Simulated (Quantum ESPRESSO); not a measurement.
**C in Quantum ESPRESSO: the effect of functional**

The system is C, a slab with vacuum.

```
C
1.0
     2.45617    0.00000    0.00000
    -1.22809    2.12711    0.00000
     0.00000    0.00000   23.52380
C
4
Direct
  0.33333 0.66667 0.31883
  0.66667 0.33333 0.31883
  0.33333 0.66667 0.68117
  0.66667 0.33333 0.68117
```

The slab is cut from a database's or a generator's crystal, which needn't be the stable form of the element.

Alike in all runs:

| Quantity | Value |
| --- | --- |
| Program | Quantum ESPRESSO 7.5 |
| Task | work function |
| Potentials or basis | SG15 PBE 1.2 |
| Cutoff | 1197 eV |
| Density cutoff | 4789 eV |
| k mesh | 12 × 12 × 1 |
| Occupations | fermi-dirac, width 0.05 eV |
| Spin | no spin polarisation |

```tsv
functional	work function (eV)
LDA	?
PBEsol	4.29
RPBE	4.13
revPBE	4.14
AM05	4.22
PW91	4.25
rev-vdW-DF2	4.35
```

Task: What does the run with functional LDA give?

Result: Work function 4.44 eV.

Runs at the PBE level aren't shown here.
